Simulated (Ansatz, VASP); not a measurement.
# Ga15Ge2P15: VASP beside Ansatz, part 2 of 2

Wanted: the spread between two codes on one cell, functional and k mesh. The cell is taken from a series of runs on this material, whose earlier steps may have relaxed, scaled, displaced or heated it; both programs get it as it stands.

VASP 6.6.1 and Ansatz 0.2.0.

So far. Step 2 (VASP: single point, LDA, pair 1): The run ends at a pressure of -2.25 GPa, with forces up to 0.025 eV/Å.

## Step 6: VASP: single point, LDA, pair 2

Level of this step: LDA, spin-polarised from a ferromagnetic start; plane waves and PAW (Ge_d, Ga_d, P) (VASP).

The same cell, functional (in two slightly different forms), mesh and smearing now go to VASP, with its own data sets.

INCAR reads:

```
SYSTEM = Ga15Ge2P15
PREC = Accurate
ENCUT = 410
EDIFF = 1E-06
NELM = 200
ISMEAR = -1
SIGMA = 0.01
LREAL = Auto
ALGO = Normal
GGA = PW92
NBANDS = 172
ISPIN = 2
MAGMOM = 0.03 0.06 0.02 0.02 0.01 0.02 0.01 0.01 0.01 0.02 0.01 0.02 0.01 0.01 0.01 0.01 0.02 0.04 0.03 0.04 0.04 0.04 0.04 0.04 0.03 0.04 0.03 0.04 0.04 0.04 0.04 0.04
LORBIT = 11
LWAVE = .FALSE.
LCHARG = .FALSE.
ISIF = 2
NUPDOWN = 2
LASPH = .TRUE.
GGA_COMPAT = .FALSE.
KPAR = 4
```

POSCAR reads:

```
Ga15Ge2P15
1.0
   -5.4505000000      5.4505000000     -5.4505000000
    5.4505000000      5.4505000000      5.4505000000
    5.4505000000     -5.4505000000     -5.4505000000
Ge Ga P
2 15 15
Direct
    0.0000000000      0.0008711411      0.0000000000
    0.0000000000      0.2551240227      0.0000000000
    0.2550233530      0.5028342352      0.2550233530
    0.5010790343      0.0009942411      0.5010790343
    0.7515243719      0.4977774937      0.7515243719
    0.7449766470      0.2478108822      0.0000000000
    0.0000000000      0.7462531218      0.2484756281
    0.2528237760      0.2521823499      0.4996085206
    0.5003914794      0.7525738293      0.7532152554
    0.4989209657      0.4999152068      0.0000000000
    0.7471762240      0.9993585739      0.2467847446
    0.0000000000      0.4999152068      0.4989209657
    0.2467847446      0.9993585739      0.7471762240
    0.2484756281      0.7462531218      0.0000000000
    0.4996085206      0.2521823499      0.2528237760
    0.7532152554      0.7525738293      0.5003914794
    0.0000000000      0.2478108822      0.7449766470
    0.2523818477      0.7513750680      0.2523818477
    0.5011311146      0.2507274285      0.5011311146
    0.7508047770      0.7480885915      0.7508047770
    0.7476181523      0.4989932203      0.0000000000
    0.0000000000      0.9972838145      0.2491952230
    0.2534146325      0.5030815605      0.5036934725
    0.4963065275      0.9993880880      0.7497211601
    0.4988688854      0.7495963139      0.0000000000
    0.7465853675      0.2496669279      0.2502788399
    0.0000000000      0.7495963139      0.4988688854
    0.2502788399      0.2496669279      0.7465853675
    0.2491952230      0.9972838145      0.0000000000
    0.5036934725      0.5030815605      0.2534146325
    0.7497211601      0.9993880880      0.4963065275
    0.0000000000      0.4989932203      0.7476181523
```

KPOINTS reads:

```
Automatic mesh
0
Gamma
2 2 2
0 0 0
```

The projector-augmented-wave data sets are Ge_d, Ga_d and P (LDA family, release 64).

Launch:

```console
$ mpirun -np 4 vasp_std
```

Numbers of over 12 decimals in the logs are rounded to 6 here.

Log:

```text
[banner, memory and clock lines left out]
running    4 mpi-ranks, on    1 nodes
[...]
[... a notice as in an earlier step ...]

 LDA part: xc-table for (Slater(with rela. corr.)+PW92), standard interpolation
 POSCAR, INCAR and KPOINTS ok, starting setup
[...]
entering main loop
       N       E                     dE             d eps       ncg     rms          rms(c)
DAV:   1     0.371189940401E+04    0.37119E+04   -0.10398E+05  2936   0.246E+03
DAV:   2     0.759481959100E+03   -0.29524E+04   -0.28645E+04  2800   0.723E+02
DAV:   3    -0.718414038890E+02   -0.83132E+03   -0.78694E+03  3348   0.240E+02
DAV:   4    -0.161080611142E+03   -0.89239E+02   -0.87154E+02  3184   0.799E+01
[...]
DAV:  15    -0.164863602525E+03   -0.91504E-06   -0.36785E-05  3968   0.519E-02    0.741E-03
DAV:  16    -0.164863603070E+03   -0.54505E-06   -0.13020E-05  2528   0.306E-02    0.250E-03
DAV:  17    -0.164863604011E+03   -0.94115E-06   -0.98321E-06  2824   0.120E-02
   1 F= -.16486360E+03 E0= -.16486218E+03  d E =-.285291E-02  mag=     2.0000
```

From OUTCAR (step 6):

```text
  Total       -7.7848898     -7.7848898     -7.7848898      0.0138783      0.0138783      0.0138783
  in kB      -19.2572393    -19.2572393    -19.2572393      0.0343303      0.0343303      0.0343303
  external PRESSURE =     -19.2572393 kB  Pullay stress =       0.0000000 kB

 POSITION                                       TOTAL-FORCE (eV/Angst)
 -----------------------------------------------------------------------------------
      0.00475      0.00475      0.00475        -0.128184     -0.128184     -0.128184
      1.39055      1.39055      1.39055        -0.006653     -0.006653     -0.006653
      2.74070      2.74070     -0.03931         0.160360      0.160360     -0.098516
      0.00542      0.00542     -5.45684         0.039508      0.039508     -0.050282
      2.71314      2.71314     -5.47923        -0.005424     -0.005424     -0.007050
     -2.70980      5.41119     -2.70980         0.160360     -0.098516      0.160360
      5.42177      2.71314      2.71314        -0.007050     -0.005424     -0.005424
      2.71962      0.02942     -2.72661        -0.056553     -0.008653      0.087053
      5.47992      2.72389     -2.73088        -0.008653      0.087053     -0.056553
      0.00542      5.44416      0.00542         0.039508     -0.050282      0.039508
      2.71962      8.17439      0.02942        -0.056553      0.087053     -0.008653
      5.44416      0.00542      0.00542        -0.050282      0.039508      0.039508
      8.17439      2.71962      0.02942         0.087053     -0.056553     -0.008653
      2.71314      5.42177      2.71314        -0.005424     -0.007050     -0.005424
[...]
-----------------------------------------------------------------------------------
    total drift:                                0.002016      0.002004      0.001942

  FREE ENERGIE OF THE ION-ELECTRON SYSTEM (eV)
  ---------------------------------------------------
  free  energy   TOTEN  =      -164.8636040108 eV

  energy  without entropy=     -164.8607510979  energy(sigma->0) =     -164.86217755

 magnetization (x)
# of ion       s       p       d       tot
------------------------------------------
    1        0.021   0.018   0.007   0.047
    2        0.006   0.082   0.005   0.093
    3        0.008   0.021   0.008   0.037
    4        0.011   0.009   0.005   0.025
    5        0.009   0.009   0.006   0.023
    6        0.008   0.021   0.008   0.037
    7        0.009   0.009   0.006   0.023
    8        0.009   0.010   0.006   0.024
    9        0.009   0.010   0.006   0.024
   10        0.011   0.009   0.005   0.025
   11        0.009   0.010   0.006   0.024
   12        0.011   0.009   0.005   0.025
   13        0.009   0.010   0.006   0.024
[...]
--------------------------------------------------
tot          0.288   0.670   0.103   1.062

[... 2 parts as in an earlier step ...]

[... 1 further part left out ...]
[key lines of the parts left out:]
E-fermi :   4.4179
```

The run ends at a pressure of -1.93 GPa, with forces up to 0.25 eV/Å.

## Step 7: Comparison

What differs besides the data sets and the points named for the pairs above, as far as they apply: VASP starts from the moments at which Ansatz ended; site moments are counted in spheres of each program's own size. Total energies have different zeros and are not compared.

The two programs side by side:

| quantity | Ansatz | VASP | difference |
| --- | --- | --- | --- |
| total moment, fixed by the input (μB) | 2.00 | 2.00 | 0.00 |
| moment on Ge2 (μB) | 0.07 | 0.09 | -0.03 |

## Step 8: Outcome

| Item | Value |
| --- | --- |
| difference in gap on the k mesh (single point, LDA, pair 1) | -0.012 eV |
| difference in moment on Ge2 (single point, LDA, pair 2) | -0.028 μB |

The difference in gap on the k mesh is -0.012 eV (single point, LDA, pair 1), within the 0.08 eV picked in this series as the mark of a large difference. Such differences can come from data sets, numerical settings and the points named under the comparisons, not from the functional's error against experiment.

[Lines on the potential files, build, host, timing and source positions are cut from VASP's logs without a mark.]

[Logs are printed without paths, hosts, clocks, repeated set-up lines and the standing remarks that a program may print on its own settings, such as how far it seeks lower states.]

[Hosts, paths, dates, database ids (printed as entryN), source tags and the programs' standing remarks are cut or masked in the printed files.]
